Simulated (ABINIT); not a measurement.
# Beyond one shot: KF (Carobbiite), part 2 of 4

Wanted: G0W0 and self-consistent gaps of KF (Carobbiite), with the cost of the cycles.

ABINIT 10.8.3; PBE and many-body steps on it, plane waves. Known limits of the many-body steps: not at the basis limit; coarse k mesh.

So far. Step 4 (G0W0): The gap on the mesh goes from 6.20 eV to 9.54 eV, a correction of +3.35 eV. Step 5 (QSGW, cycle 1): Against G0W0 in ABINIT (4×4×4 mesh, 94 bands, screening to 163.3 eV, Godby-Needs plasmon pole), the gap moves by +0.659 eV.

### 6. Screening, 4×4×4 mesh, 94 bands, screening to 163.3 eV

This step: RPA screening on PBE, plane waves, norm-conserving pseudopotentials.

run.abi reads:

```
acell 3*1.0 Angstrom
rprim 
  -0.000000000000 2.671850000000 2.671850000000
  2.671850000000 -0.000000000000 2.671850000000
  2.671850000000 2.671850000000 0.000000000000
ntypat 2
znucl 19 9
natom 2
typat 1 2
xred 
  0.000000000000 0.000000000000 0.000000000000
  0.500000000000 0.500000000000 0.500000000000
pp_dirpath "pseudos"
pseudos "K.upf, F.upf"
ecut 36
ngkpt 4 4 4
nshiftk 1
shiftk 0 0 0
kptopt 1
chksymbreak 0
istwfk *1
occopt 1
irdwfk 1
optdriver 3
nband 94
ecuteps 6
inclvkb 2
awtr 1
symchi 1
gwcalctyp 28
mbpt_sciss 4.640 eV
nqptdm 1
qptdm 
  0 0 0
indata_prefix "in"
outdata_prefix "out"
tmpdata_prefix "tmp"
```

The run is started by

```bash
$ OMP_NUM_THREADS=1 mpirun -n 8 abinit run.abi > log
```

What it wrote:

```text
.Version 10.8.3 of ABINIT. v10.8.2 released Aug 2026.

 Symmetries : space group Fm -3 m (#225); Bravais cF (face-center cubic)
[... echo of the input left out ...]
== DATASET  1 ==================================================================
-   mpi_nproc: 8, omp_nthreads: 1 (-1 if OMP is not activated)

--- !DatasetInfo
iteration_state: {dtset: 1, }
dimensions: {natom: 2, nkpt: 8, mband: 94, nsppol: 1, nspinor: 1, nspden: 1, mpw: 2685, }
cutoff_energies: {ecut:  36.0, pawecutdg:  -1.0, }
electrons: {nelect:   1.60000000E+01, charge:   0.00000000E+00, occopt:   1.00000000E+00, tsmear:   1.00000000E-02, }

 SCREENING: Calculation of the susceptibility and dielectric matrices

 Based on a program developped by R.W. Godby, V. Olevano, G. Onida, and L. Reining.
 Incorporated in ABINIT by V. Olevano, G.-M. Rignanese, and M. Torrent.
.Using double precision arithmetic ; gwpc =  8

[... cell and pseudopotentials left out ...]
--------------------------------------------------------------------------------

 ==== K-mesh for the wavefunctions ====
 Number of points in the irreducible wedge :     8
[... list of points left out ...]
 Together with 48 symmetry operations and time-reversal symmetry
 yields    64 points in the full Brillouin Zone.

 ==== Q-mesh for the screening function ====
 Number of points in the irreducible wedge :     8
[... list of points left out ...]
 Together with 48 symmetry operations and time-reversal symmetry
 yields    64 points in the full Brillouin Zone.

 setmesh: FFT mesh size selected  =    27x   27x   27
          total number of points  =        19683

 vcoul_init : cutoff-mode = AUXILIARY_FUNCTION
 q-points for optical limit:   1
     1)      0.000010    0.000020    0.000030

 Dielectric matrix will be calculated only for some
 selected q points provided by the user through the input variables
 nqptdm and qptdm

- screening: taking advantage of time-reversal symmetry
- Maximum band index for partially occupied states nbvw = 8
- Remaining bands to be divided among processors   nbcw = 86
- Number of bands treated by each node ~10

 rdqps: reading QP wavefunctions of the previous step
        looking for file in_QPS
 file not found, 1st iteration initialized with KS eigenelements

 screening : performing a first self-consistency
 update of the energies in W by a scissor operator
 applying a scissor operator of [eV] :   4.640

 Number of electrons calculated from density =   16.0000; Expected =   16.0000
 average of density, n =  0.062152
 r_s =    1.5661
 omega_plasma =   24.0483 [eV]

 calculating chi0 at frequencies [eV] :
  1    0.000000E+00    0.000000E+00
  2    0.000000E+00    2.404829E+01

--------------------------------------------------------------------------------
  q-point number  1        q = ( 0.000000, 0.000000, 0.000000) [r.l.u.]
--------------------------------------------------------------------------------
[... chi0 elements left out ...]
 For q-point:  0.000010 0.000020 0.000030
  dielectric constant =   1.6976
  dielectric constant without local fields =   1.8450

  Average fulfillment of the sum rule on Im[epsilon] for q-point    1 :     72.94  [%]
[... wings left out ...]
== END DATASET(S) ==============================================================
================================================================================

 -outvars: echo values of variables after computation  --------
           etotal      0.0000000000E+00
            nband          94
             nkpt           8
          spgroup         225
 [... the other variables as echoed above ...]

 Calculation completed.
```

It took 2.9 s on 8 MPI ranks of Arm Neoverse V2, shared host; peak memory 0.14 GiB; 22 s of CPU time.

Numbers from this step:

```
ε∞ with local fields, on this mesh, along the program's q direction : 1.698
the same without local fields                                       : 1.845
plasma frequency                                                    : 24.05 eV
plane waves in the screening matrix                                 : 169
```

This screening uses the functional's bands under a rigid shift, the mean opening of the cycle before.

### 7. Screening, 4×4×4 mesh, 94 bands, screening to 163.3 eV

This step: RPA screening on PBE from quasiparticle energies and orbitals, plane waves, norm-conserving pseudopotentials.

run.abi: that of step 6 with these lines changed.

```diff
@@ -29,7 +29,13 @@
 symchi 1
+irdqps 1
 gwcalctyp 28
-mbpt_sciss 4.640 eV
-nqptdm 1
+nqptdm 7
 qptdm 
-  0 0 0
+  0.2500000000 0.0000000000 0.0000000000
+  0.5000000000 0.0000000000 0.0000000000
+  0.2500000000 0.2500000000 0.0000000000
+  0.5000000000 0.2500000000 0.0000000000
+  -0.2500000000 0.2500000000 0.0000000000
+  0.5000000000 0.5000000000 0.0000000000
+  -0.2500000000 0.5000000000 0.2500000000
 indata_prefix "in"
```

mrgscr.stdin reads:

```
2
merged
q0_SCR
out_SCR
1
```

The run is started by

```bash
$ OMP_NUM_THREADS=1 mpirun -n 8 abinit run.abi > log; mrgscr < mrgscr.stdin
```

What it wrote:

```text
.Version 10.8.3 of ABINIT. v10.8.2 released Aug 2026.

 Symmetries : space group Fm -3 m (#225); Bravais cF (face-center cubic)
[... echo of the input left out ...]
== DATASET  1 ==================================================================
-   mpi_nproc: 8, omp_nthreads: 1 (-1 if OMP is not activated)

--- !DatasetInfo
iteration_state: {dtset: 1, }
dimensions: {natom: 2, nkpt: 8, mband: 94, nsppol: 1, nspinor: 1, nspden: 1, mpw: 2685, }
cutoff_energies: {ecut:  36.0, pawecutdg:  -1.0, }
[...]
q-point number  1        q = ( 0.250000, 0.000000, 0.000000) [r.l.u.]
--------------------------------------------------------------------------------
[... chi0 elements left out ...]
  Average fulfillment of the sum rule on Im[epsilon] for q-point    2 :     89.32  [%]

--------------------------------------------------------------------------------
  q-point number  2        q = ( 0.500000, 0.000000, 0.000000) [r.l.u.]
--------------------------------------------------------------------------------
[... chi0 elements left out ...]
  Average fulfillment of the sum rule on Im[epsilon] for q-point    3 :     82.49  [%]

 [... 5 further q-points ...]
```

Elapsed: 6.5 s, on 8 MPI ranks; peak memory 0.99 GiB.

Numbers from this step:

```yaml
plasma_frequency: 24.05 eV
plane_waves_in_the_screening_matrix: 169
```

This screening reads the quasiparticle levels of the cycle before.

### 8. QSGW, cycle 2

The corrected levels of the last cycle go back in.

This step: QSGW on PBE, plane waves, norm-conserving pseudopotentials.

run.abi: that of step 7 with these lines changed.

```diff
@@ -23,12 +23,10 @@
 irdwfk 1
-optdriver 3
+optdriver 4
 nband 94
-ecuteps 6
-inclvkb 2
-awtr 1
-symchi 1
-irdqps 1
 gwcalctyp 28
-nqptdm 7
-qptdm 
+ecutsigx 36
+symsigma 0
+nkptgw 8
+kptgw 
+  0.0000000000 0.0000000000 0.0000000000
   0.2500000000 0.0000000000 0.0000000000
@@ -40,2 +38,16 @@
   -0.2500000000 0.5000000000 0.2500000000
+bdgw 
+  1 14
+  1 14
+  1 14
+  1 14
+  1 14
+  1 14
+  1 14
+  1 14
+ecuteps 6
+irdscr 1
+ppmodel 1
+irdqps 1
+rhoqpmix 0.3
 indata_prefix "in"
```

The run is started by

```bash
$ OMP_NUM_THREADS=1 mpirun -n 8 abinit run.abi > log
```

What it wrote:

```text
.Version 10.8.3 of ABINIT. v10.8.2 released Aug 2026.

 Symmetries : space group Fm -3 m (#225); Bravais cF (face-center cubic)
[... echo of the input left out ...]
== DATASET  1 ==================================================================
-   mpi_nproc: 8, omp_nthreads: 1 (-1 if OMP is not activated)

--- !DatasetInfo
iteration_state: {dtset: 1, }
dimensions: {natom: 2, nkpt: 8, mband: 94, nsppol: 1, nspinor: 1, nspden: 1, mpw: 2685, }
cutoff_energies: {ecut:  36.0, pawecutdg:  -1.0, }
[...]
.  kptgw no:  3; Maximum DeltaE = (  -3.533  -0.068) for band index:  1
[...]
.  kptgw no:  7; Maximum DeltaE = (  -3.607  -0.040) for band index:  1
.  kptgw no:  8; Maximum DeltaE = (  -3.758  -0.010) for band index:  1

== END DATASET(S) ==============================================================
================================================================================

 -outvars: echo values of variables after computation  --------
           etotal      0.0000000000E+00
            nband          94
             nkpt           8
          spgroup         225
 [... the other variables as echoed above ...]

 Calculation completed.
```

Wall time 51 s (8 MPI ranks); peak memory 2 GiB; 6.7 min of CPU time.

Numbers from this step:

```yaml
quasiparticle_gap_on_the_mesh: 11.02 eV
gap_of_the_density_functional_on_the_mesh: 6.199 eV
k_of_the_valence_top: 0, 0, 0
k_of_the_conduction_bottom: 0, 0, 0
least_direct_quasiparticle_gap_on_the_computed_points: 11.02 eV
```

Against the cycle before, the gap moves by +0.815 eV.

### 9. Screening, 4×4×4 mesh, 94 bands, screening to 163.3 eV

This step: RPA screening on PBE, plane waves, norm-conserving pseudopotentials.

run.abi reads:

```
acell 3*1.0 Angstrom
rprim 
  -0.000000000000 2.671850000000 2.671850000000
  2.671850000000 -0.000000000000 2.671850000000
  2.671850000000 2.671850000000 0.000000000000
ntypat 2
znucl 19 9
natom 2
typat 1 2
xred 
  0.000000000000 0.000000000000 0.000000000000
  0.500000000000 0.500000000000 0.500000000000
pp_dirpath "pseudos"
pseudos "K.upf, F.upf"
ecut 36
ngkpt 4 4 4
nshiftk 1
shiftk 0 0 0
kptopt 1
chksymbreak 0
istwfk *1
occopt 1
irdwfk 1
optdriver 3
nband 94
ecuteps 6
inclvkb 2
awtr 1
symchi 1
gwcalctyp 28
mbpt_sciss 5.428 eV
nqptdm 1
qptdm 
  0 0 0
indata_prefix "in"
outdata_prefix "out"
tmpdata_prefix "tmp"
```

What it wrote:

```text
.Version 10.8.3 of ABINIT. v10.8.2 released Aug 2026.

 Symmetries : space group Fm -3 m (#225); Bravais cF (face-center cubic)
[... echo of the input left out ...]
== DATASET  1 ==================================================================
-   mpi_nproc: 8, omp_nthreads: 1 (-1 if OMP is not activated)

--- !DatasetInfo
iteration_state: {dtset: 1, }
dimensions: {natom: 2, nkpt: 8, mband: 94, nsppol: 1, nspinor: 1, nspden: 1, mpw: 2685, }
cutoff_energies: {ecut:  36.0, pawecutdg:  -1.0, }
[...]
[... chi0 elements left out ...]
 For q-point:  0.000010 0.000020 0.000030
  dielectric constant =   1.6738
  dielectric constant without local fields =   1.8139

  Average fulfillment of the sum rule on Im[epsilon] for q-point    1 :     74.19  [%]
[... wings left out ...]
== END DATASET(S) ==============================================================
================================================================================

 -outvars: echo values of variables after computation  --------
           etotal      0.0000000000E+00
            nband          94
             nkpt           8
          spgroup         225
 [... the other variables as echoed above ...]

 Calculation completed.
```

Wall time 3 s (8 MPI ranks); peak memory 0.14 GiB.

Numbers from this step:

| Property | Result |
| --- | --- |
| ε∞ with local fields, on this mesh, along the program's q direction | 1.674 |
| the same without local fields | 1.814 |
| plasma frequency | 24.05 eV |
| plane waves in the screening matrix | 169 |

This screening uses the functional's bands under a rigid shift, the mean opening of the cycle before.

### 10. Screening, 4×4×4 mesh, 94 bands, screening to 163.3 eV

This step: RPA screening on PBE from quasiparticle energies and orbitals, plane waves, norm-conserving pseudopotentials.

run.abi: that of step 9 with these lines changed.

```diff
@@ -29,7 +29,13 @@
 symchi 1
+irdqps 1
 gwcalctyp 28
-mbpt_sciss 5.428 eV
-nqptdm 1
+nqptdm 7
 qptdm 
-  0 0 0
+  0.2500000000 0.0000000000 0.0000000000
+  0.5000000000 0.0000000000 0.0000000000
+  0.2500000000 0.2500000000 0.0000000000
+  0.5000000000 0.2500000000 0.0000000000
+  -0.2500000000 0.2500000000 0.0000000000
+  0.5000000000 0.5000000000 0.0000000000
+  -0.2500000000 0.5000000000 0.2500000000
 indata_prefix "in"
```

mrgscr.stdin is that of step 7.

The run is started by

```bash
$ OMP_NUM_THREADS=1 mpirun -n 8 abinit run.abi > log; mrgscr < mrgscr.stdin
```

What it wrote:

```text
.Version 10.8.3 of ABINIT. v10.8.2 released Aug 2026.

 Symmetries : space group Fm -3 m (#225); Bravais cF (face-center cubic)
[... echo of the input left out ...]
== DATASET  1 ==================================================================
-   mpi_nproc: 8, omp_nthreads: 1 (-1 if OMP is not activated)

--- !DatasetInfo
iteration_state: {dtset: 1, }
dimensions: {natom: 2, nkpt: 8, mband: 94, nsppol: 1, nspinor: 1, nspden: 1, mpw: 2685, }
cutoff_energies: {ecut:  36.0, pawecutdg:  -1.0, }
[...]
q-point number  1        q = ( 0.250000, 0.000000, 0.000000) [r.l.u.]
--------------------------------------------------------------------------------
[... chi0 elements left out ...]
  Average fulfillment of the sum rule on Im[epsilon] for q-point    2 :     90.25  [%]

--------------------------------------------------------------------------------
  q-point number  2        q = ( 0.500000, 0.000000, 0.000000) [r.l.u.]
--------------------------------------------------------------------------------
[... chi0 elements left out ...]
  Average fulfillment of the sum rule on Im[epsilon] for q-point    3 :     83.40  [%]

 [... 5 further q-points ...]
```

It took 6.6 s on 8 MPI ranks; peak memory 0.99 GiB.

Numbers from this step:

```
plasma frequency                    : 24.05 eV
plane waves in the screening matrix : 169
```

This screening reads the quasiparticle levels of the cycle before.

### 11. QSGW, cycle 3

This step: QSGW on PBE, plane waves, norm-conserving pseudopotentials.

run.abi: that of step 10 with these lines changed.

```diff
@@ -23,12 +23,10 @@
 irdwfk 1
-optdriver 3
+optdriver 4
 nband 94
-ecuteps 6
-inclvkb 2
-awtr 1
-symchi 1
-irdqps 1
 gwcalctyp 28
-nqptdm 7
-qptdm 
+ecutsigx 36
+symsigma 0
+nkptgw 8
+kptgw 
+  0.0000000000 0.0000000000 0.0000000000
   0.2500000000 0.0000000000 0.0000000000
@@ -40,2 +38,16 @@
   -0.2500000000 0.5000000000 0.2500000000
+bdgw 
+  1 14
+  1 14
+  1 14
+  1 14
+  1 14
+  1 14
+  1 14
+  1 14
+ecuteps 6
+irdscr 1
+ppmodel 1
+irdqps 1
+rhoqpmix 0.3
 indata_prefix "in"
```

The run is started by

```bash
$ OMP_NUM_THREADS=1 mpirun -n 8 abinit run.abi > log
```

What it wrote:

```text
.Version 10.8.3 of ABINIT. v10.8.2 released Aug 2026.

 Symmetries : space group Fm -3 m (#225); Bravais cF (face-center cubic)
[... echo of the input left out ...]
== DATASET  1 ==================================================================
-   mpi_nproc: 8, omp_nthreads: 1 (-1 if OMP is not activated)

--- !DatasetInfo
iteration_state: {dtset: 1, }
dimensions: {natom: 2, nkpt: 8, mband: 94, nsppol: 1, nspinor: 1, nspden: 1, mpw: 2685, }
cutoff_energies: {ecut:  36.0, pawecutdg:  -1.0, }
[...]
.  kptgw no:  3; Maximum DeltaE = (   0.533   0.221) for band index:  1
[...]
.  kptgw no:  7; Maximum DeltaE = (   0.487   0.191) for band index:  1
.  kptgw no:  8; Maximum DeltaE = (   0.533   0.197) for band index:  1

== END DATASET(S) ==============================================================
================================================================================

 -outvars: echo values of variables after computation  --------
           etotal      0.0000000000E+00
            nband          94
             nkpt           8
          spgroup         225
 [... the other variables as echoed above ...]

 Calculation completed.
```

Run time: 50 s. Hardware: 8 MPI ranks; peak memory 2 GiB.

Numbers from this step:

| Property | Result |
| --- | --- |
| quasiparticle gap on the mesh | 11.26 eV |
| gap of the density functional on the mesh | 6.199 eV |
| k of the valence top | 0, 0, 0 |
| k of the conduction bottom | 0, 0, 0 |
| least direct quasiparticle gap on the computed points | 11.26 eV |

Against the cycle before, the gap moves by +0.243 eV.

### 12. Screening, 4×4×4 mesh, 94 bands, screening to 163.3 eV

This step: RPA screening on PBE, plane waves, norm-conserving pseudopotentials.

run.abi reads:

```
acell 3*1.0 Angstrom
rprim 
  -0.000000000000 2.671850000000 2.671850000000
  2.671850000000 -0.000000000000 2.671850000000
  2.671850000000 2.671850000000 0.000000000000
ntypat 2
znucl 19 9
natom 2
typat 1 2
xred 
  0.000000000000 0.000000000000 0.000000000000
  0.500000000000 0.500000000000 0.500000000000
pp_dirpath "pseudos"
pseudos "K.upf, F.upf"
ecut 36
ngkpt 4 4 4
nshiftk 1
shiftk 0 0 0
kptopt 1
chksymbreak 0
istwfk *1
occopt 1
irdwfk 1
optdriver 3
nband 94
ecuteps 6
inclvkb 2
awtr 1
symchi 1
gwcalctyp 28
mbpt_sciss 5.655 eV
nqptdm 1
qptdm 
  0 0 0
indata_prefix "in"
outdata_prefix "out"
tmpdata_prefix "tmp"
```

What it wrote:

```text
.Version 10.8.3 of ABINIT. v10.8.2 released Aug 2026.

 Symmetries : space group Fm -3 m (#225); Bravais cF (face-center cubic)
[... echo of the input left out ...]
== DATASET  1 ==================================================================
-   mpi_nproc: 8, omp_nthreads: 1 (-1 if OMP is not activated)

--- !DatasetInfo
iteration_state: {dtset: 1, }
dimensions: {natom: 2, nkpt: 8, mband: 94, nsppol: 1, nspinor: 1, nspden: 1, mpw: 2685, }
cutoff_energies: {ecut:  36.0, pawecutdg:  -1.0, }
[...]
[... chi0 elements left out ...]
 For q-point:  0.000010 0.000020 0.000030
  dielectric constant =   1.6672
  dielectric constant without local fields =   1.8054

  Average fulfillment of the sum rule on Im[epsilon] for q-point    1 :     74.54  [%]
[... wings left out ...]
== END DATASET(S) ==============================================================
================================================================================

 -outvars: echo values of variables after computation  --------
           etotal      0.0000000000E+00
            nband          94
             nkpt           8
          spgroup         225
 [... the other variables as echoed above ...]

 Calculation completed.
```

It took 3 s on 8 MPI ranks; peak memory 0.14 GiB.

This step gave:

```yaml
eps_infinity_with_local_fields_on_this_mesh_along_the_program_s_q_direction: 1.667
the_same_without_local_fields: 1.805
plasma_frequency: 24.05 eV
plane_waves_in_the_screening_matrix: 169
```

This screening uses the functional's bands under a rigid shift, the mean opening of the cycle before.

### 13. Screening, 4×4×4 mesh, 94 bands, screening to 163.3 eV

This step: RPA screening on PBE from quasiparticle energies and orbitals, plane waves, norm-conserving pseudopotentials.

run.abi: that of step 12 with these lines changed.

```diff
@@ -29,7 +29,13 @@
 symchi 1
+irdqps 1
 gwcalctyp 28
-mbpt_sciss 5.655 eV
-nqptdm 1
+nqptdm 7
 qptdm 
-  0 0 0
+  0.2500000000 0.0000000000 0.0000000000
+  0.5000000000 0.0000000000 0.0000000000
+  0.2500000000 0.2500000000 0.0000000000
+  0.5000000000 0.2500000000 0.0000000000
+  -0.2500000000 0.2500000000 0.0000000000
+  0.5000000000 0.5000000000 0.0000000000
+  -0.2500000000 0.5000000000 0.2500000000
 indata_prefix "in"
```

mrgscr.stdin is that of step 10.

The run is started by

```bash
$ OMP_NUM_THREADS=1 mpirun -n 8 abinit run.abi > log; mrgscr < mrgscr.stdin
```

What it wrote:

```text
.Version 10.8.3 of ABINIT. v10.8.2 released Aug 2026.

 Symmetries : space group Fm -3 m (#225); Bravais cF (face-center cubic)
[... echo of the input left out ...]
== DATASET  1 ==================================================================
-   mpi_nproc: 8, omp_nthreads: 1 (-1 if OMP is not activated)

--- !DatasetInfo
iteration_state: {dtset: 1, }
dimensions: {natom: 2, nkpt: 8, mband: 94, nsppol: 1, nspinor: 1, nspden: 1, mpw: 2685, }
cutoff_energies: {ecut:  36.0, pawecutdg:  -1.0, }
[...]
q-point number  1        q = ( 0.250000, 0.000000, 0.000000) [r.l.u.]
--------------------------------------------------------------------------------
[... chi0 elements left out ...]
  Average fulfillment of the sum rule on Im[epsilon] for q-point    2 :     90.41  [%]

--------------------------------------------------------------------------------
  q-point number  2        q = ( 0.500000, 0.000000, 0.000000) [r.l.u.]
--------------------------------------------------------------------------------
[... chi0 elements left out ...]
  Average fulfillment of the sum rule on Im[epsilon] for q-point    3 :     83.52  [%]

 [... 5 further q-points ...]
```

It took 6.5 s on 8 MPI ranks; peak memory 0.99 GiB; 51 s of CPU time.

Numbers from this step:

* plasma frequency: 24.05 eV
* plane waves in the screening matrix: 169

This screening reads the quasiparticle levels of the cycle before.

(Continued in part 3 of 4.)

[Paths, hosts, dates, memory and timing lines, banners, echoed tables and standing remarks are left out of the program output.]

[Logs are printed without paths, hosts, clocks, repeated set-up lines and the standing remarks that a program may print on its own settings, such as how far it seeks lower states.]

[Runs of the session that timed out or met a known fault of the program may be left out.]

[Hosts, paths, dates, database ids (printed as entryN), source tags and the programs' standing remarks are cut or masked in the printed files.]

[G0W0 gaps are taken among the corrected bands and points alone; a level outside them can change the order at an edge.]

[Where Ansatz stands beside ABINIT at settings called matched, ABINIT's density can come from a denser mesh and the files from another edition; pairs whose starting gaps differed by over 0.03 eV were left out, so agreement reads better than it is.]
